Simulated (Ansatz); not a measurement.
Crystal: Ti.

```
CELL_PARAMETERS angstrom
2.95000 0.00000 0.00000
-1.47500 2.55477 0.00000
0.00000 0.00000 4.68000
ATOMIC_POSITIONS crystal
Ti 0.66667 0.33333 0.75000
Ti 0.33333 0.66667 0.25000
```

| Item | Value |
| --- | --- |
| Program | Ansatz 0.2.0 |
| Task | relaxation of cell and atoms |
| Functional | PBEsol |
| Dispersion | D3(BJ) |
| Potentials or basis | Ansatz PAW |
| Cutoff | 420 eV (not typed: the program's choice for these potentials) |
| k mesh | 10 × 10 × 6 |
| Occupations | fermi-dirac, width 0.05 eV |
| Spin | no spin polarisation |

At the start: volume 17.64 Å³/atom.

Q: How do energy, volume and symmetry change on relaxing?

A: It ends after 8 steps and the volume is 15.88 Å³/atom (-9.9 %); space group P6_3/mmc (No. 194, to 0.05 Å).

Step by step:
| step | energy change (eV) | largest force (eV/Å) | volume (Å³) |
| --- | --- | --- | --- |
| 1 | 0.0000 | 0.0000 | 35.27 |
| 2 | -0.1077 | 0.0000 | 30.41 |
| 3 | -0.1317 | 0.0000 | 31.94 |
| 4 | -0.1322 | 0.0000 | 31.78 |
| 5 | -0.1322 | 0.0000 | 31.76 |
| 6 | -0.1319 | 0.0000 | 31.76 |
| 7 | -0.1319 | 0.0000 | 31.77 |
| 8 | -0.1319 | 0.0000 | 31.77 |

Final structure:
```cif
data_structure
_symmetry_space_group_name_H-M 'P 1'
_symmetry_Int_Tables_number 1
_cell_length_a 2.8539
_cell_length_b 2.8539
_cell_length_c 4.5038
_cell_angle_alpha 90.000
_cell_angle_beta 90.000
_cell_angle_gamma 120.000
_cell_volume 31.77
loop_
_atom_site_label
_atom_site_type_symbol
_atom_site_fract_x
_atom_site_fract_y
_atom_site_fract_z
_atom_site_occupancy
Ti1 Ti 0.66667 0.33333 0.75000 1
Ti2 Ti 0.33333 0.66667 0.25000 1
```

Caveat: the plane-wave basis is chosen anew once the cell has moved, so the energies of steps on either side of that aren't comparable; pairwise dispersion overbinds metals, which lowers pressure and volume; the PAW data sets come from PBE, with cores solved anew for the run's functional, which leaves a small shift of forces and pressure.
